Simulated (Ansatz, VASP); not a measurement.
ZnSe: VASP beside Ansatz

```
CELL_PARAMETERS angstrom
0.00000 2.81478 2.81478
2.81478 0.00000 2.81478
2.81478 2.81478 0.00000
ATOMIC_POSITIONS crystal
Zn 0.00000 0.00000 0.00000
Se 0.75000 0.75000 0.75000
```

Change from the starting cell: volume scaled by 0.98.

Alike in both runs: task single point; functional LDA; k mesh 8 × 8 × 8; occupations fermi-dirac, width 0.03 eV; no spin polarisation.

```csv
,VASP,Ansatz
version,VASP 6.6.1,Ansatz 0.2.0
potentials or method,"VASP PAW LDA potentials, release 64 (Zn, Se), cutoff 520 eV","all-electron LAPW, scalar-relativistic"
```

|  | VASP | Ansatz | Ansatz less VASP |
| --- | --- | --- | --- |
| gap on the k mesh at the Fermi level (eV) | 1.15 | 1.11 | -0.038 |
| pressure (GPa) | -1.9 | -2.2 | -0.31 |

Ansatz ran all-electron here, so the differences hold the error of VASP's frozen core and of both bases.
